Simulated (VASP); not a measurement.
SnO (Romarchite): relaxation of cell and atoms with HSE06

SnO (Romarchite):

```
CELL_PARAMETERS angstrom
3.83538 0.00000 0.00000
0.00000 3.83538 0.00000
0.00000 0.00000 4.72805
ATOMIC_POSITIONS crystal
Sn 0.50000 0.00000 0.24596
Sn 0.00000 0.50000 0.75404
O 0.00000 0.00000 0.00000
O 0.50000 0.50000 0.00000
```

| Property | Result |
| --- | --- |
| Program | VASP 6.6.1 |
| Task | relaxation of cell and atoms |
| Functional | HSE06 |
| Potentials or basis | VASP PAW PBE potentials, release 64 (Sn_d, O) |
| Cutoff | 520 eV |
| k mesh | 4 × 4 × 4 |
| Occupations | gaussian, width 0.03 eV |
| Spin | no spin polarisation |
| Grid for exact exchange (PRECFOCK) | Fast |
| Screening parameter | 0.2 1/A |
| Further INCAR settings | ALGO = Normal; EDIFF = 1e-06; IBRION = 2; EDIFFG = -0.01; NSW = 25; ISIF = 3 |

- Relaxed volume: 18.08 Å³/atom
- Relaxed cell: a = 3.803 Å, b = 3.803 Å, c = 5.001 Å, α = 90.00°, β = 90.00°, γ = 90.00°
- Space group after relaxing (to 0.05 Å): P4/nmm (No. 129)
- Energy gained by relaxing: 10.7 meV/atom
- Ionic steps: 11
- Pressure after relaxing: 0.0 GPa
- Largest force after relaxing: 0.005 eV/Å
- Band gap on the k mesh: 0.71 eV, indirect (least direct gap 2.66 eV)

Forces in eV/Å, atoms in the order of the input:
```
Sn   0.000  0.000  0.005
Sn   0.000  0.000 -0.005
O    0.000  0.000  0.000
O    0.000  0.000  0.000
```

The path:
```tsv
step	energy change (eV)	largest force (eV/Å)	pressure (GPa)	volume (Å³)
1	0.0000	0.6596	-2.19	69.55
2	-0.0008	0.4559	3.63	67.18
3	-0.0200	0.1137	0.62	68.33
4	-0.0251	0.0881	0.54	68.77
5	-0.0361	0.0143	0.33	70.09
6	-0.0415	0.1314	0.13	72.73
7	-0.0419	0.1129	0.17	72.34
8	-0.0382	0.2769	-1.25	73.10
9	-0.0425	0.0071	-0.21	72.54
10	-0.0426	0.0033	0.17	72.19
11	-0.0428	0.0048	0.01	72.33
```

Final structure:
```
CELL_PARAMETERS angstrom
3.80317 0.00000 0.00000
0.00000 3.80317 0.00000
0.00000 0.00000 5.00054
ATOMIC_POSITIONS crystal
Sn 0.50000 0.00000 0.22988
Sn 0.00000 0.50000 0.77012
O 0.00000 0.00000 0.00000
O 0.50000 0.50000 0.00000
```

Levels at points of the mesh, in eV from the valence-band top:
```tsv
k point	band 16	band 17	band 18	band 19	band 20	band 21	band 22	band 23	band 24
(0.00, 0.00, 0.00)	-7.22	-4.41	-4.08	-4.08	0.00	2.66	4.69	5.65	5.65
(0.50, 0.00, 0.00)	-6.03	-5.88	-5.88	-3.08	-3.08	3.70	3.70	6.93	6.93
(0.50, 0.50, 0.00)	-6.19	-3.36	-3.36	-2.17	-2.17	0.71	0.71	5.06	5.06
(0.00, 0.00, 0.50)	-4.46	-4.09	-4.09	-3.48	-2.85	2.38	3.86	3.86	4.40
(0.50, 0.00, 0.50)	-6.40	-5.85	-5.85	-2.17	-2.17	3.02	3.02	6.44	6.44
(0.50, 0.50, 0.50)	-6.52	-3.36	-3.36	-2.87	-2.87	2.95	2.95	4.55	4.55
```

Wall time 34 min on 4 MPI ranks on Intel(R) Xeon(R) 6975P-C (Granite Rapids), on a shared host, peak memory 0.33 GiB a rank.

Caveat: the PAW data sets were made with another functional, which shifts forces and pressure a little; spin-orbit coupling is left out, which moves the levels of the heavy elements. A k mesh can miss the band edges.
